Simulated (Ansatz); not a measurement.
AlNi (P4/mmm) under several functionals

Plane-wave DFT in Ansatz with scalar-relativistic PAW potentials. The same structure was relaxed (cell and atoms, symmetry kept) in separate runs at each level. Whether it is the stable form of this composition wasn't checked. No spin polarisation.

```tsv
level	cutoff (eV)	k mesh	V (Å³/atom)	a (Å)	c (Å)	B0 (GPa)
PBE+D3(BJ)	420	16×16×14	11.663	2.854	2.865	–
PBEsol	420	16×16×14	11.724	2.859	2.869	173
r2SCAN	500	16×16×14	11.737	2.860	2.870	177
PBE	420	16×16×14	12.107	2.889	2.901	159
```

Task: Where does LDA (420 eV, k mesh 16×16×14) fall?

Result: V (Å³/atom) 11.362, a (Å) 2.829, c (Å) 2.840. Its volume is the smallest of the set. The usual order of volumes, LDA < PBEsol < PBE, holds here (11.362, 11.724, 12.107 Å³/atom). As a rule LDA overbinds; PBEsol, built on the gradient expansion of slowly varying densities, lies between LDA and PBE; PBE's stronger gradient term for exchange weakens bonds. Adding D3 to PBE changes the volume by -3.7 %; the term is attractive, so it pulls cells in. In metals the pairwise form ignores screening by the conduction electrons and often pulls in too far. r2SCAN lies 3.1 % under PBE in volume. B0 goes from 173.3 to 159.4 GPa as the volume grows by 3.3 %; on one curve with B' = 4.3 the volume alone, B ∝ V^(−B'), would give 150.9 GPa, and the rest of the difference is the functional's own stiffness. Within 0.1 Å every cell has the higher symmetry Pm-3m; the small distortion left is soft and within what mesh and stopping thresholds leave open.